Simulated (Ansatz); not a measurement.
ZnS: moving S off its site

ZnS, P6_3mc, a = 3.811 Å, c = 6.234 Å (as given, not relaxed at this level: 2.3 GPa, forces to 0.32 eV/Å). The compound has several low-lying forms, and this is one of them. Ansatz: PBE, PAW, 420 eV, Γ-centred 12×12×6 mesh on 4 atoms, Gaussian smearing 0.05 eV; no spin polarisation.

```xyz
4
Lattice="3.8110 0.0000 0.0000 -1.9055 3.3004 0.0000 0.0000 0.0000 6.2340" Properties=species:S:1:pos:R:3 pbc="T T T"
Zn    0.0000    2.2003    0.0000
Zn    1.9055    1.1001    3.1170
S     0.0000    2.2003    2.4001
S     1.9055    1.1001    5.5171
```

Atom 3 (S) moves by x along the unit vector (0.000, 0.000, 1.000), with its periodic images; all else is held. y is the free energy of the cell over the start, F the force along the path summed over the moved atoms.

```
 x (Å) y (meV) F (eV/Å)
-0.450        ?         ?
-0.300    389.0      3.49
-0.150     54.4      1.16
 0.000      0.0     -0.32
 0.075     44.2     -0.84
 0.150    123.0     -1.25
 0.225    228.5     -1.56
 0.300    354.2     -1.78
 0.375    494.2     -1.94
 0.450    643.5     -2.03
```

Problem. Fit y = c1 x + c2 x² + c3 x³ to the energies of the other rows, give the force constant, and predict energy and force of the missing row.

Solution. Least squares on the rows shown. y = 267.10 x + 4131.8 x² − 3480.6 x³. The force constant is 2 c2 = 8.26 eV/Å², for the cell as given, at 2.3 GPa (for all images moving together, not for a lone atom). The force −dy/dx at the missing row is 5.57 eV/Å (computed 7.28). With a term in x⁴ added, the coefficient of x² becomes 3932, 5 % less, which shows how far this figure hangs on the form. At x = -0.450 the fit asked for gives 1033.7 meV. The run gave 1172.8 meV, so the fit is 139.1 meV too low, 12 % of the span of the series, against an rms of 4.6 meV on the fitted rows. The row lies outside the fitted range. With a term in x⁴ added, a fit to the same known rows predicts 1125.5 meV, so most of the miss is curvature that the known rows already hold.